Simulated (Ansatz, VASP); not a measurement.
## One calculation of Nb, two programs

```
Nb
1.0
    -1.74029    1.74029    1.74029
     1.74029   -1.74029    1.74029
     1.74029    1.74029   -1.74029
Nb
1
Cartesian
  0.0000 0.0000 0.0000
```

Alike in both runs: task single point; functional BLYP; k mesh 22 × 22 × 22; occupations fermi-dirac, width 0.1 eV; no spin polarisation.

|  | VASP | Ansatz |
| --- | --- | --- |
| version | VASP 6.6.1 | Ansatz 0.2.0 |
| potentials or method | VASP PAW PBE potentials, release 64 (Nb_sv) | plane waves (420 eV) with PAW, scalar-relativistic |
| plane-wave cutoff (eV) | 520 | 420 |
| valence electrons in the cell | 13 | 13 |

|  | VASP | Ansatz | Ansatz less VASP |
| --- | --- | --- | --- |
| pressure (GPa) | -14.0 | -14.0 | +0.01 |

Caveats: the PAW data sets were made with another functional, which shifts forces and pressure a little (VASP).
